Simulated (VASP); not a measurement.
**InAs (so): single point with PBEsol**

The system is InAs (so).

```
CELL_PARAMETERS angstrom
0.00000 2.88897 2.88897
2.88897 0.00000 2.88897
2.88897 2.88897 0.00000
ATOMIC_POSITIONS crystal
In 0.00000 0.00000 0.00000
As 0.25000 0.25000 0.25000
```

| Item | Value |
| --- | --- |
| Program | VASP 6.6.1 |
| Task | single point |
| Functional | PBEsol |
| Potentials or basis | VASP PAW PBE potentials, release 64 (In_d, As) |
| Cutoff | 520 eV |
| k mesh | 12 × 12 × 12 |
| Occupations | gaussian, width 0.1 eV |
| Spin | non-collinear spin, zero start, spin-orbit coupling |
| Starting moments | [[0.0, 0.0, 0.0], [0.0, 0.0, 0.0]] μB |
| Dipole correction | no |
| Further INCAR settings | ALGO = Fast; EDIFF = 1e-07; NBANDS = 30 |

```yaml
Pressure: 12.7 GPa
Net_moment: 0.00 μB per cell
Valence_electrons_inside_the_program's_atomic_spheres: In 11.66; As 2.91
```

Moments on the atoms (μB; x, y, z):
```
In  0.00 0.00 0.00
As  0.00 0.00 0.00
```

Run time: 11 min on 1 thread of Intel(R) Xeon(R) Platinum 8259CL CPU @ 2.50GHz (Skylake/Cascade Lake), with other jobs on the host, peak memory 0.44 GiB.

Caveat: the PAW data sets were made with another functional, which shifts forces and pressure a little.
